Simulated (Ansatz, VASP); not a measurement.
# ZnO (zincite) in VASP and in Ansatz

File INCAR:

```
  PREC = Accurate
  ENCUT = 520
  EDIFF = 1E-6
  ISMEAR = -1
  SIGMA = 0.05
  LREAL = False
  LASPH = True
  NELM = 80
  ALGO = Normal
  ISIF = 2
  LWAVE = False
  LCHARG = False
  GGA = PE
  NBANDS = 26
```

File KPOINTS:

```
Automatic mesh
0
Gamma
  9 9 5
```

Contents of POSCAR:

```
ZnO
1.0
    3.2708272232      0.0000000000      0.0000000000
   -1.6354136116      2.8326194666      0.0000000000
    0.0000000000      0.0000000000      5.2401848988
Zn O
2 2
Direct
    0.6666666667      0.3333333333      0.0000000000
    0.3333333333      0.6666666667      0.5000000000
    0.3333333333      0.6666666667      0.8790100000
    0.6666666667      0.3333333333      0.3790100000
```

Contents of input.yaml:

```yaml
crystal:
  lattice:
    - [3.2708272232, 0.0, 0.0]
    - [-1.6354136116, 2.8326194666, 0.0]
    - [0.0, 0.0, 5.2401848988]
  atoms:
    - { symbol: Zn, position: [0.6666666667, 0.3333333333, 0.0] }
    - { symbol: Zn, position: [0.3333333333, 0.6666666667, 0.5] }
    - { symbol: O, position: [0.3333333333, 0.6666666667, 0.87901] }
    - { symbol: O, position: [0.6666666667, 0.3333333333, 0.37901] }
kpoints:
  mp_grid: { grid: [9, 9, 5] }
scf:
  occupations: { method: fermi_dirac, width: 0.05 }
hamiltonian:
  xc: pbe
  pseudopotentials: { kind: all_electron, lapw: { basis_error: 0.001 } }
output:
  forces: true
  stress: true
  eigenvalues: true
```

Change from the starting cell: volume scaled by 1.02.

Alike in both runs: task single point; functional PBE; k mesh 9 × 9 × 5; occupations fermi-dirac, width 0.05 eV; no spin polarisation.

```csv
,VASP,Ansatz
version,VASP 6.6.1,Ansatz 0.2.0
potentials or method,"VASP PAW PBE potentials, release 64 (Zn, O)","all-electron LAPW, scalar-relativistic"
plane-wave cutoff (eV),520,see its input
```

```csv
,VASP,Ansatz,Ansatz less VASP
gap on the k mesh at the Fermi level (eV),0.76,0.79,+0.031
least direct gap on the mesh (eV),0.76,0.79,+0.031
pressure (GPa),3.0,2.0,-1.07
largest component of the traceless stress (GPa),1.11,1.06,-0.050
rms of the force components (eV/Å),0.039,0.036,-0.0026
```

Atom by atom the forces differ by 0.003 eV/Å (rms over components). Ansatz ran all-electron here, so the differences hold the error of VASP's frozen core and of both bases.
